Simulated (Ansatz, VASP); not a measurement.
# Two plane-wave programs on Ca3B

File INCAR:

```
PREC = Accurate ; ENCUT = 520
EDIFF = 1E-6 ; ISMEAR = 0
SIGMA = 0.1 ; LREAL = F
LASPH = T ; NELM = 100
ALGO = Fast ; ISIF = 2
LWAVE = F ; LCHARG = T
GGA = PE ; LELF = T
LVHAR = T ; NBANDS = 43
```

KPOINTS

```
regular mesh
0
Gamma
  6 3 3
```

Contents of POSCAR:

```
Ca3B
1.0
    0.0000000000      0.0000000000      3.7662395501
    9.0880757172      0.0000000000      0.0000000000
   -4.5440378586      7.8705044426      0.0000000000
Ca B
6 2
Direct
    0.2500000000      0.7886593705      0.5773187410
    0.7500000000      0.2113406295      0.7886593705
    0.2500000000      0.4226812590      0.2113406295
    0.7500000000      0.2113406295      0.4226812590
    0.2500000000      0.7886593705      0.2113406295
    0.7500000000      0.5773187410      0.7886593705
    0.2500000000      0.3333333333      0.6666666667
    0.7500000000      0.6666666667      0.3333333333
```

Input for Ansatz:

```yaml
crystal:
  lattice:
    - [0.0, 0.0, 3.7662395501]
    - [9.0880757172, 0.0, 0.0]
    - [-4.5440378586, 7.8705044426, 0.0]
  atoms:
    - { symbol: Ca, position: [0.25, 0.7886593705, 0.577318741] }
    - { symbol: Ca, position: [0.75, 0.2113406295, 0.7886593705] }
    - { symbol: Ca, position: [0.25, 0.422681259, 0.2113406295] }
    - { symbol: Ca, position: [0.75, 0.2113406295, 0.422681259] }
    - { symbol: Ca, position: [0.25, 0.7886593705, 0.2113406295] }
    - { symbol: Ca, position: [0.75, 0.577318741, 0.7886593705] }
    - { symbol: B, position: [0.25, 0.3333333333, 0.6666666667] }
    - { symbol: B, position: [0.75, 0.6666666667, 0.3333333333] }
basis:
  ecutwfc: 420
kpoints:
  mp_grid: { grid: [6, 3, 3] }
hamiltonian:
  xc: pbe
scf:
  occupations: { method: gaussian, width: 0.1 }
output:
  forces: true
  stress: true
  eigenvalues: true
```

Alike in both runs: task single point; functional PBE; k mesh 6 × 3 × 3; occupations gaussian, width 0.1 eV; no spin polarisation.

|  | VASP | Ansatz |
| --- | --- | --- |
| version | VASP 6.6.1 | Ansatz 0.2.0 |
| potentials or method | VASP PAW PBE potentials, release 64 (Ca_sv, B) | scalar-relativistic, plane waves, PAW |
| plane-wave cutoff (eV) | 520 | 420 |
| valence electrons in the cell | 66 | 66 |

|  | VASP | Ansatz | Ansatz less VASP |
| --- | --- | --- | --- |
| gap on the k mesh at the Fermi level (eV) | none | none | - |
| pressure (GPa) | 0.1 | 0.0 | -0.09 |
| largest component of the traceless stress (GPa) | 0.24 | 0.27 | +0.025 |
| rms of the force components (eV/Å) | 0.021 | 0.028 | +0.0074 |

Atom by atom the forces differ by 0.007 eV/Å (rms over components). A gap of «none» marks a metal or a gap that the smearing closes.
